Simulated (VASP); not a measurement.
# MoS2 in VASP: further runs, part 2 of 2

VASP 6.6.1. The steps go on from the part before.

### 3 Single point, PBE+D3(BJ)

This run uses another cell than the first one, of 35.05 Å³/atom, 1.005 times its volume.

INCAR reads:

```
  PREC = Accurate
  ENCUT = 520
  EDIFF = 1E-6
  ISMEAR = 0
  SIGMA = 0.01
  LREAL = False
  LASPH = True
  NELM = 100
  ALGO = Fast
  ISIF = 2
  LWAVE = False
  LCHARG = False
  GGA = PE
  IVDW = 12
  NBANDS = 35
```

KPOINTS reads:

```
Automatic mesh
0
Gamma
  12 12 1
```

POSCAR reads:

```
MoS2
1.0
    3.1600000000      0.0000000000      0.0000000000
   -1.5800000000      2.7366402760      0.0000000000
    0.0000000000      0.0000000000     24.3200000000
S Mo
4 2
Direct
    0.3333333333      0.6666666667      0.3083881579
    0.3333333333      0.6666666667      0.4366776316
    0.6666666667      0.3333333333      0.5633223684
    0.6666666667      0.3333333333      0.6916118421
    0.6666666667      0.3333333333      0.3725328947
    0.3333333333      0.6666666667      0.6274671053
```

Potentials or basis: VASP PAW PBE potentials, release 64 (S, Mo_sv).

Launch:

```sh
$ cat potpaw_PBE.64/S/POTCAR potpaw_PBE.64/Mo_sv/POTCAR > POTCAR
$ mpirun -np 1 vasp_std > vasp.out
```

OUTCAR:

```text
PREC = Accurate
   ENCUT = 520
   EDIFF = 1E-6
   ISMEAR = 0
   LREAL = False
   LASPH = True
   NELM = 100
   ISIF = 2
   GGA = PE
   IVDW = 12
 IVDW          = 12

 ion  position               nearest neighbor table
   1  0.333  0.667  0.308-   5 2.40   5 2.40   5 2.40
   2  0.333  0.667  0.437-   5 2.40   5 2.40   5 2.40
   3  0.667  0.333  0.563-   6 2.40   6 2.40   6 2.40
   4  0.667  0.333  0.692-   6 2.40   6 2.40   6 2.40
   5  0.667  0.333  0.373-   1 2.40   1 2.40   1 2.40   2 2.40   2 2.40   2 2.40
   6  0.333  0.667  0.627-   4 2.40   4 2.40   4 2.40   3 2.40   3 2.40   3 2.40

  LATTYP: Found a hexagonal cell.
 ALAT       =     3.1600000000
 C/A-ratio  =     7.6962025316

  Lattice vectors:

 A1 = (   3.1600000000,   0.0000000000,   0.0000000000)
 A2 = (  -1.5800000000,   2.7366402760,   0.0000000000)
 A3 = (   0.0000000000,   0.0000000000,  24.3200000000)

Analysis of symmetry for initial positions (statically):
=====================================================================
 Subroutine PRICEL returns:
[... 179 lines left out ...]
 cond. band min:       2.3200683983   @ k =   0.3333   0.3333   0.0000
 fundamental gap:      1.3181110359
 Fermi energy:         1.0564123201

 k-point     1 :       0.0000    0.0000    0.0000
  band No.  band energies     occupation
      1     -60.2566      2.00000
      2     -60.2566      2.00000
      3     -34.4141      2.00000
      4     -34.4141      2.00000
      5     -34.1848      2.00000
      6     -34.1848      2.00000
[... 711 lines left out ...]
     34       5.5588      0.00000
     35       7.5001      0.00000

------------------------ aborting loop because EDIFF is reached ----------------------------------------

 Edisp (eV)   -2.21551

 E8    (eV) :    -0.9249

  FORCE on cell =-STRESS in cart. coord.  units (eV):
  Direction    XX          YY          ZZ          XY          YZ          ZX
  --------------------------------------------------------------------------------------
  -------------------------------------------------------------------------------------
  Total      -0.39767    -0.39767     0.12025    -0.00000     0.00000    -0.00000
  in kB      -3.02946    -3.02946     0.91606    -0.00000     0.00000    -0.00000
  external pressure =       -1.71 kB  Pullay stress =        0.00 kB

 VOLUME and BASIS-vectors are now :
 -----------------------------------------------------------------------------
  energy-cutoff  :      520.00
  volume of cell :      210.31
      direct lattice vectors                 reciprocal lattice vectors
     3.160000000  0.000000000  0.000000000     0.316455696  0.182705781  0.000000000
    -1.580000000  2.736640276  0.000000000     0.000000000  0.365411563  0.000000000
     0.000000000  0.000000000 24.320000000     0.000000000  0.000000000  0.041118421

 POSITION                                       TOTAL-FORCE (eV/Angst)
 -----------------------------------------------------------------------------------
     -0.00000      1.82443      7.50000         0.000000      0.000000     -0.077787
     -0.00000      1.82443     10.62000         0.000000     -0.000000      0.105945
      1.58000      0.91221     13.70000        -0.000000      0.000000     -0.105945
      1.58000      0.91221     16.82000        -0.000000     -0.000000      0.077787
      1.58000      0.91221      9.06000         0.000000     -0.000000      0.035277
     -0.00000      1.82443     15.26000        -0.000000      0.000000     -0.035277
 -----------------------------------------------------------------------------------
    total drift:                               -0.000000      0.000000     -0.000000

  FREE ENERGIE OF THE ION-ELECTRON SYSTEM (eV)
  ---------------------------------------------------
  free  energy   TOTEN  =       -45.8690638009 eV

  energy  without entropy=      -45.8690638009  energy(sigma->0) =      -45.86906380
```

stdout:

```text
POSCAR found type information on POSCAR S Mo
 POSCAR found :  2 types and       6 ions
 scaLAPACK will be used
 LDA part: xc-table for (Slater+PW92), standard interpolation
 POSCAR, INCAR and KPOINTS ok, starting setup
 FFT: planning ... GRIDC
 FFT: planning ... GRID_SOFT
 FFT: planning ... GRID
 WAVECAR not read
 entering main loop
```

Run time: 5.1 min. Hardware: 1 thread of Intel Xeon Platinum 8488C (Sapphire Rapids), shared host; peak memory 0.38 GiB.

What came out:

| Quantity | Value |
| --- | --- |
| Free energy | -45.8691 eV |
| Largest force | 0.106 eV/Å |
| Band gap on the k mesh | 1.32 eV, indirect (least direct gap 1.72 eV) |
| Dispersion energy per atom | -0.369 eV |

Forces in eV/Å, atoms in the order of the input:
```
S    0.000  0.000 -0.078
S    0.000  0.000  0.106
S    0.000  0.000 -0.106
S    0.000  0.000  0.078
Mo   0.000  0.000  0.035
Mo   0.000  0.000 -0.035
```

A hybrid or GW would open this gap; PBE tends to underestimate it.

### 4 Single point, PBE+D3(BJ)

INCAR reads:

```
SYSTEM = MoS2
ALGO     = Fast           ! electronic algorithm
EDIFF    = 1E-6           ! SCF threshold, eV
ENCUT    = 520            ! plane-wave cutoff, eV
GGA      = PE             ! functional
ISIF     = 2              ! what is computed and relaxed
ISMEAR   = 0              ! smearing method
IVDW     = 12             ! dispersion correction
LASPH    = .True.         ! aspherical terms in the spheres
LCHARG   = .False.        ! write CHGCAR
LREAL    = .False.        ! projectors in reciprocal space
LWAVE    = .False.        ! write WAVECAR
NBANDS   = 35             ! bands
NELM     = 100            ! most SCF steps
PREC     = Accurate       ! precision mode
SIGMA    = 0.01           ! smearing width, eV
```

KPOINTS reads:

```
k-points
0
Gamma
  12 12 1
  0 0 0
```

POSCAR reads:

```
MoS2
1.0
    3.1516452553      0.0000000000      0.0000000000
   -1.5758226276      2.7294048548      0.0000000000
    0.0000000000      0.0000000000     24.3200000000
S Mo
4 2
Direct
    0.3333333333      0.6666666667      0.3109390820
    0.3333333333      0.6666666667      0.4397916254
    0.6666666667      0.3333333333      0.5622642957
    0.6666666667      0.3333333333      0.6911168391
    0.6666666667      0.3333333333      0.3753983781
    0.3333333333      0.6666666667      0.6266575430
```

Launch:

```sh
$ cat potpaw_PBE.64/S/POTCAR potpaw_PBE.64/Mo_sv/POTCAR > POTCAR
$ mpirun -np 1 vasp_std > vasp.out
```

It took 3.2 min on 1 thread of Intel Xeon Platinum 8488C (Sapphire Rapids), shared host; peak memory 0.39 GiB.

It converged, with:

```yaml
Free_energy: -45.8754 eV
Largest_force: 0.012 eV/Å
Band_gap_on_the_k_mesh: 1.27 eV, indirect (least direct gap 1.75 eV)
Dispersion_energy_per_atom: -0.374 eV
```

Forces in eV/Å, atoms in the order of the input:
```
S    0.000  0.000  0.012
S    0.000  0.000  0.009
S    0.000  0.000 -0.009
S    0.000  0.000 -0.012
Mo   0.000  0.000  0.003
Mo   0.000  0.000 -0.003
```

Levels at points of the mesh, in eV from the valence-band top:
```csv
k point,band 22,band 23,band 24,band 25,band 26,band 27,band 28,band 29,band 30,band 31
"(0.00, 0.00, 0.00)",-1.89,-1.89,-1.77,-0.72,0.00,2.37,2.37,2.39,2.39,2.58
"(0.50, 0.00, 0.00)",-2.35,-1.42,-1.31,-1.14,-1.08,1.90,1.92,2.34,2.49,3.27
```
